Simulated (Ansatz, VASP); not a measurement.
One calculation of ZnS, two programs

```xyz
2
Lattice="0.0000 2.7270 2.7270 2.7270 0.0000 2.7270 2.7270 2.7270 0.0000" Properties=species:S:1:pos:R:3 pbc="T T T"
Zn    0.0000    0.0000    0.0000
S     4.0905    4.0905    4.0905
```

Change from the starting cell: volume scaled by 1.025.

Alike in both runs: task single point; functional PBE; k mesh 8 × 8 × 8; occupations fermi-dirac, width 0.01 eV; no spin polarisation.

|  | VASP | Ansatz |
| --- | --- | --- |
| version | VASP 6.6.1 | Ansatz 0.2.0 |
| potentials or method | VASP PAW PBE potentials, release 64 (Zn, S), cutoff 520 eV | all-electron LAPW, scalar-relativistic |

|  | VASP | Ansatz | Ansatz less VASP |
| --- | --- | --- | --- |
| gap on the k mesh at the Fermi level (eV) | 1.99 | 1.99 | 0.000 |
| pressure (GPa) | -0.2 | -0.4 | -0.13 |

Ansatz ran all-electron here, so the differences hold the error of VASP's frozen core and of both bases.
